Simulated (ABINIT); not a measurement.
## BaH2: single point with LDA

The system is BaH2.

```
Ba H
1.0
     4.46203    0.00000    0.00000
    -2.23101    3.86423    0.00000
     0.00000    0.00000    6.05529
Ba H
2 4
Direct
  0.33333 0.66667 0.25000
  0.66667 0.33333 0.75000
  0.00000 0.00000 0.00000
  0.00000 0.00000 0.50000
  0.66667 0.33333 0.25000
  0.33333 0.66667 0.75000
```

The cell comes from a database or a generator and needn't be the stable form of this composition.

* Program: ABINIT 10.8.3 (patched build)
* Task: single point
* Functional: LDA
* Potentials or basis: JTH PAW LDA v2.0
* Cutoff: 816 eV
* k mesh: 3 × 3 × 2
* Occupations: fermi-dirac, width 0.05 eV
* Spin: no spin polarisation

| Quantity | Value |
| --- | --- |
| Pressure | -2.7 GPa |
| Band gap on the k mesh | 1.31 eV, indirect (least direct gap 2.59 eV) |
| Valence electrons inside the program's atomic spheres | Ba 6.48; H 0.39, 0.42 |

Stress tensor (GPa, compression positive):
```
-2.94  0.00  0.00
 0.00 -2.94  0.00
 0.00  0.00 -2.11
```

Levels at points of the mesh, in eV from the valence-band top:
| k point | band 9 | band 10 | band 11 | band 12 | band 13 | band 14 | band 15 | band 16 |
| --- | --- | --- | --- | --- | --- | --- | --- | --- |
| (0.00, 0.00, 0.00) | -4.44 | -3.03 | -0.56 | 0.00 | 2.59 | 2.59 | 3.57 | 3.58 |
| (0.00, 0.00, 0.50) | -3.36 | -3.36 | -0.48 | -0.48 | 2.43 | 2.43 | 2.43 | 2.43 |

Wall time 17 s on 1 thread of Arm Neoverse V1 (shared host), peak memory 0.16 GiB.

Caveat: the k mesh is coarse (spacing up to 0.54 Å⁻¹), so the values aren't converged; this set's barium file shifts pressures by 1.5 GPa and gaps by 0.1 eV against other sets; spin-orbit coupling is left out, which moves the levels of the heavy elements; an odd mesh through Γ misses points on the zone boundary, where band edges often lie.
